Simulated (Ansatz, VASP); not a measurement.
# MoS2 in VASP and in Ansatz

```
CELL_PARAMETERS angstrom
0.00000 2.93240 2.93240
2.93240 0.00000 2.93240
2.93240 2.93240 0.00000
ATOMIC_POSITIONS crystal
Mo 0.00000 0.00000 0.00000
S 0.25000 0.25000 0.25000
S 0.75000 0.75000 0.75000
```

The cell was built by a generator and needn't be a form met in nature.

Alike in both runs: task single point; functional PBE; k mesh 6 × 6 × 6; occupations fermi-dirac, width 0.02 eV; no spin polarisation.

|  | VASP | Ansatz |
| --- | --- | --- |
| version | VASP 6.6.1 | Ansatz 0.2.0 |
| potentials or method | VASP PAW PBE potentials, release 64 (Mo_sv, S) | plane waves, PAW |
| plane-wave cutoff (eV) | 520 | 420 |
| valence electrons in the cell | 26 | 26 |

```csv
,VASP,Ansatz,Ansatz less VASP
pressure (GPa),0.8,0.8,+0.03
```

With one functional, cell and mesh, what is left measures potentials, basis and numerics.
